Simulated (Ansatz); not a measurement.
The cell of Sb is invented: random cell by space group and Wyckoff sites (Cmmm, No. 65). Lengths were set from tabulated atomic sizes, so they are only a guess.

```cif
data_structure
_symmetry_space_group_name_H-M 'Cmmm'
_symmetry_Int_Tables_number 65
_cell_length_a 3.7399
_cell_length_b 4.4952
_cell_length_c 3.6857
_cell_angle_alpha 90.000
_cell_angle_beta 90.000
_cell_angle_gamma 90.000
_cell_volume 61.96
loop_
_atom_site_label
_atom_site_type_symbol
_atom_site_symmetry_multiplicity
_atom_site_Wyckoff_symbol
_atom_site_fract_x
_atom_site_fract_y
_atom_site_fract_z
_atom_site_occupancy
Sb1 Sb 2 a 0.00000 0.00000 0.00000 1
```

Computed with DFT PBE, scalar-relativistic, plane waves, PAW in Ansatz. Cutoff 420 eV, Gaussian smearing, Γ-centred meshes. Cell and atoms relax first on a coarse mesh and then on a finer one. In between, the cell is made exact in the group found at 0.06 Å. In metals the finer mesh still leaves noise of several meV/atom or more. The steps can't lower the symmetry of their start. No spin polarisation.

A guess keeps its type if space group and coordination stay and the shape of the cell changes little (axis ratios within about 15 %, angles within 6°); the volume may change.

Problem. Will the relaxed cell still be of the starting type?

Solution. It doesn't keep its type. The symmetry goes from Cmmm (No. 65) to Pm-3m (No. 221). The end has the simple cubic type. The volume per atom shrinks by 2.9 %, from 31.0 to 30.1 Å³. The shortest distance goes from 2.92 Å (Sb–Sb) to 3.11 Å (Sb–Sb). Counting neighbours within 15 % of an atom's shortest distance, the start has Sb 4 and the end Sb 6. In detail, at the end Sb has 6 Sb at 3.11 Å.

```cif
data_structure
_symmetry_space_group_name_H-M 'Pm-3m'
_symmetry_Int_Tables_number 221
_cell_length_a 3.1096
_cell_length_b 3.1096
_cell_length_c 3.1096
_cell_angle_alpha 90.000
_cell_angle_beta 90.000
_cell_angle_gamma 90.000
_cell_volume 30.07
loop_
_atom_site_label
_atom_site_type_symbol
_atom_site_symmetry_multiplicity
_atom_site_Wyckoff_symbol
_atom_site_fract_x
_atom_site_fract_y
_atom_site_fract_z
_atom_site_occupancy
Sb1 Sb 1 a 0.00000 0.00000 0.00000 1
```

Energies count from the standard state of Sb at the same level.

Problem. At what energy does it end?

Solution. +0.05 eV/atom. So it is a metastable form at best.

The last run used an 18×18×18 mesh for its 1-atom cell and Gaussian smearing of 0.10 eV. Spin–orbit coupling, which can matter for Sb, is left out. Symmetry constrained the relaxation, so the result can be a saddle point.
